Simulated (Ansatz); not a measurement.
## SiC4: balancing the decomposition

These are results of DFT PBE, scalar-relativistic, plane waves, PAW (Ansatz 0.2.0), not measurements. Settings: cutoff 420 eV, Γ-centred meshes spaced at most about 0.3 Å⁻¹, and about 0.25 Å⁻¹ or finer for metals (2π included), Gaussian smearing. No spin polarisation.

Formation energies are uncorrected and refer to the elements' standard structures at the same level.

All energies are static (0 K, no zero-point motion). Weakly bound directions are ill-defined at this level, which has no dispersion term (SiC4 P6_3/mmc). The reference form of C is held partly by dispersion forces, which this level lacks.

A trial structure of SiC4 (reached from: Si and C ordered on hcp sites; relaxed: space group P6_3/mmc (No. 194), a = 2.470 Å, c = 26.716 Å) has a formation energy of 0.193 eV/atom. It holds Si–Si nets (shortest 2.47 Å) and C–C nets (shortest 1.43 Å). At its composition the lowest mixture among the elements and 1 reference phase computed alike (others may be missing) consists of these:

| phase | source | ΔE_f (eV/atom) |
| --- | --- | --- |
| C (solid) | element | 0.000 |
| SiC (P6_3mc) | Materials Project | -0.204 |

Problem. Write the balanced decomposition and find its energy per atom, per formula unit and per mole of formula units.

Solution. Balancing Si and C gives SiC4 → 3 C + SiC. The left side holds 5 atoms, and the products take 3/5 (C) and 2/5 (SiC) of them. The mixture therefore lies at 3/5 × (0.000) + 2/5 × (-0.204) = -0.082 eV/atom. The reaction energy is -0.082 − (0.193) = -0.275 eV/atom. Times 5 atoms that is -1.375 eV per SiC4, and times 96.485 it is -133 kJ per mole of SiC4. Decomposition is downhill, so the trial structure is unstable against this mixture.
